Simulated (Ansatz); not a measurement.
Molecular dynamics on a 2×2×2 supercell (24 atoms) of WS2 (fluorite), relaxed with r2SCAN. Forces come from PBE in Ansatz 0.2.0: constant energy and volume (NVE), velocities drawn at 600 K, steps of 2 fs. Classical nuclei, no spin polarisation; a few dozen steps show the first response, not equilibrium. The structure comes from a prototype and may be hypothetical.

```yaml
crystal:
  lattice:
    - [0.0, 5.8623190958, 5.8623190958]
    - [5.8623190958, 0.0, 5.8623190958]
    - [5.8623190958, 5.8623190958, 0.0]
  atoms:
    - { symbol: W, position: [0.0, 0.0, 0.0] }
    - { symbol: S, position: [0.125, 0.125, 0.125] }
    - { symbol: S, position: [0.375, 0.375, 0.375] }
    - { symbol: W, position: [0.0, 0.0, 0.5] }
    - { symbol: S, position: [0.125, 0.125, 0.625] }
    - { symbol: S, position: [0.375, 0.375, 0.875] }
    - { symbol: W, position: [0.0, 0.5, 0.0] }
    - { symbol: S, position: [0.125, 0.625, 0.125] }
    - { symbol: S, position: [0.375, 0.875, 0.375] }
    - { symbol: W, position: [0.0, 0.5, 0.5] }
    - { symbol: S, position: [0.125, 0.625, 0.625] }
    - { symbol: S, position: [0.375, 0.875, 0.875] }
    - { symbol: W, position: [0.5, 0.0, 0.0] }
    - { symbol: S, position: [0.625, 0.125, 0.125] }
    - { symbol: S, position: [0.875, 0.375, 0.375] }
    - { symbol: W, position: [0.5, 0.0, 0.5] }
    - { symbol: S, position: [0.625, 0.125, 0.625] }
    - { symbol: S, position: [0.875, 0.375, 0.875] }
    - { symbol: W, position: [0.5, 0.5, 0.0] }
    - { symbol: S, position: [0.625, 0.625, 0.125] }
    - { symbol: S, position: [0.875, 0.875, 0.375] }
    - { symbol: W, position: [0.5, 0.5, 0.5] }
    - { symbol: S, position: [0.625, 0.625, 0.625] }
    - { symbol: S, position: [0.875, 0.875, 0.875] }
kpoints:
  mp_grid: { grid: [2, 2, 2] }
hamiltonian:
  xc: pbe
scf:
  occupations: { method: fermi_dirac, width: 0.052 }
md:
  ensemble: nve
  temperature: 600
  timestep: 2.0
  n_steps: 20
  initial_velocities: maxwell_boltzmann
  seed: 4212
```

Command: `ansatz run input.yaml --threads 4 --pin off --max-ram 3686MiB --backend cpu --events-out ev --progress --plain --runs-dir out`. Wall time 110 s on 4 threads of Arm Neoverse V1 (shared host), load about 0.6 per core; peak host memory 1.7 GiB.

Q: How do temperature and energy develop?

A: The temperature starts at 600 K, is lowest at step 14 (553 K, 28 fs) and ends at 597 K. The conserved energy stays within 0.03 meV an atom. By the last step the atoms have moved 0.20 Å in the root mean square, the drift of the whole cell taken out, 0.43 Å at most.
```
step  t (fs)  T (K)  free energy F from step 0 (meV/atom)  kinetic energy (meV/atom)  largest force (eV/Å)
   0       0    600                                   0.0                       74.3                  0.00
   1       2    600                                   0.0                       74.3                  0.14
   2       4    601                                  -0.1                       74.4                  0.29
   3       6    601                                  -0.1                       74.4                  0.43
   4       8    601                                  -0.1                       74.4                  0.57
   5      10    599                                   0.1                       74.2                  0.70
   6      12    596                                   0.4                       73.9                  0.83
   7      14    592                                   0.9                       73.4                  0.95
   8      16    587                                   1.6                       72.7                  1.06
   9      18    580                                   2.5                       71.8                  1.17
  10      20    573                                   3.4                       70.9                  1.26
  11      22    566                                   4.2                       70.1                  1.35
  12      24    560                                   5.0                       69.3                  1.43
  13      26    555                                   5.6                       68.8                  1.49
  14      28    553                                   5.8                       68.5                  1.61
  15      30    553                                   5.8                       68.5                  1.71
  16      32    557                                   5.4                       68.9                  1.77
  17      34    563                                   4.6                       69.8                  1.86
  18      36    572                                   3.4                       70.9                  1.97
  19      38    584                                   2.0                       72.4                  2.08
  20      40    597                                   0.3                       74.0                  2.17
```

Positions (Å) and forces (eV/Å) at step 20:
```
W    0.078  -0.109   0.075    -0.681   0.021  -0.689
S    1.528   1.323   1.300    -0.405   0.429  -0.033
S    4.025   4.462   4.274     1.282  -0.956   0.526
W    2.983   2.896   0.078     0.321   0.031  -1.003
S    4.493   4.369   1.413     0.232   0.180   0.306
S    7.532   7.418   4.258    -0.073   0.342   0.126
W    2.894   0.102   2.890    -0.142  -1.975   0.883
S    4.439   1.371   4.602     0.408   0.299  -0.206
S    7.480   4.323   7.279     0.000   0.537   0.801
W    5.793   2.879   3.031    -0.167   0.434   0.006
S    7.175   4.452   4.536    -0.234  -0.072  -0.370
S   10.155   7.261   7.461     0.335   0.827  -0.363
W    0.052   2.981   2.885    -0.135  -0.644   0.405
S    1.310   4.307   4.485    -0.182   0.359   0.248
S    4.248   7.373   7.553     0.086   0.703  -0.461
W    2.908   5.808   2.797    -1.535   0.602   0.360
S    4.544   7.389   4.444     0.006   0.011   0.280
S    7.343  10.166   7.396     0.935   0.325   1.001
W    2.989   2.953   5.867    -0.435  -0.114   0.350
S    4.622   4.445   7.359    -0.595   0.348  -0.940
S    7.392   7.475  10.146     0.916  -0.817  -0.483
W    5.806   5.928   5.818    -0.136  -0.538  -0.190
S    6.973   7.479   7.120     0.717  -0.087   0.099
S   10.234  10.247  10.223    -0.517  -0.246  -0.656
```
